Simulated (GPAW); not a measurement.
Runs of GPAW 26.7.0 on Ru. The structure is hexagonal, space group P6_3/mmc (No. 194). The conventional cell has a = 2.706 Å, b = 2.706 Å, c = 4.282 Å, α = 90.00°, β = 90.00°, γ = 120.00°. Around Ru (site symmetry -6m2) lie 12 Ru at 2.65 to 2.71 Å. 

```csv
task,level,potentials or basis,spin,cell,k mesh,band path,band points,optimizer,fmax,max steps,pressure (GPa)
band structure,LDA,"the program's PAW data sets (release 1.2.1) made for this functional, pw",off,as given,11 × 11 × 6,"GMKGALHA,LM,KH",60,-,-,-,-13.8
band structure,RPBE,"the program's PAW data sets (release 1.2.1) made for this functional, pw",off,as given,11 × 11 × 6,"GMKGALHA,LM,KH",60,-,-,-,(a)
relaxation of cell and atoms,PBEsol,"PAW data sets generated in the run's folder for this functional, pw",off,relaxed,11 × 11 × 6,-,-,LBFGS,0.02 eV/Å,40,0.1
band structure,PBEsol,"PAW data sets generated in the run's folder for this functional, pw","SOC, no magnetisation",as given,8 × 8 × 5,"GMKGALHA,LM,KH",100,-,-,-,-7.5
```

Alike in all rows: cutoff (eV) 600; smearing fermi-dirac 0.05 eV.

Task: Fill in the values left out.

Result: (a) 8.6.

Caveats: later steps reuse the first step's grids (some runs); spin-orbit coupling was added after a scalar SCF, so levels and gaps hold it while energy, forces, pressure and moments don't (some runs).

Runs at the PBE level aren't shown here.
